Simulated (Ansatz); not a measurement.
The system is BP.

```
P B
1.0
     0.00000    2.26900    2.26900
     2.26900    0.00000    2.26900
     2.26900    2.26900    0.00000
P B
1 1
Direct
  0.75000 0.75000 0.75000
  0.00000 0.00000 0.00000
```

Base run:

- Program: Ansatz 0.2.0
- Functional: HSE06
- Potentials or basis: all-electron PAW datasets made for the crystal
- Cutoff: 310 eV (chosen from the basis error)
- k mesh: 6 × 6 × 6
- Occupations: fermi-dirac, width 0.05 eV
- Spin: no spin polarisation

Its results: band gap on the k mesh 2.07 eV, indirect (least direct gap 4.35 eV); pressure -1.6 GPa.

Q: The run is repeated on the same cell with these changes: functional from HSE06 to PBE; cutoff from 310 eV (chosen from the basis error) to 280 eV (chosen from the basis error). What comes out?

A: Band gap on the k mesh 1.34 eV, indirect (least direct gap 3.40 eV); pressure 1.2 GPa.

HSE06 gives the wider gap, since exact exchange removes part of the self-interaction.

A k mesh can miss the band edges.
